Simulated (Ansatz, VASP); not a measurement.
**One calculation of Cr, two programs**

```
Cr
1.0
    -1.41496    1.41496    1.41496
     1.41496   -1.41496    1.41496
     1.41496    1.41496   -1.41496
Cr
1
Cartesian
  0.0000 0.0000 0.0000
```

Alike in both runs: task single point; functional r2SCAN; k mesh 25 × 25 × 25; occupations fermi-dirac, width 0.1 eV; no spin polarisation.

```csv
,VASP,Ansatz
version,VASP 6.6.1,Ansatz 0.2.0
potentials or method,"VASP PAW PBE potentials, release 64 (Cr_pv)","plane waves (500 eV) with PAW, scalar-relativistic"
plane-wave cutoff (eV),520,500
valence electrons in the cell,12,14
```

VASP gave:

```
pressure (GPa) : 0.6
```

Task: Which values does Ansatz return?

Result: Pressure (GPa): -0.1.

The two sets of potentials don't hold the same shells in valence.

Caveats: the PAW data sets were made with another functional, which shifts forces and pressure a little (VASP); the run has no spin polarisation, though such a crystal can be magnetic. Spin polarisation is off, so any magnetic state and its effect on volume and gap are missing.
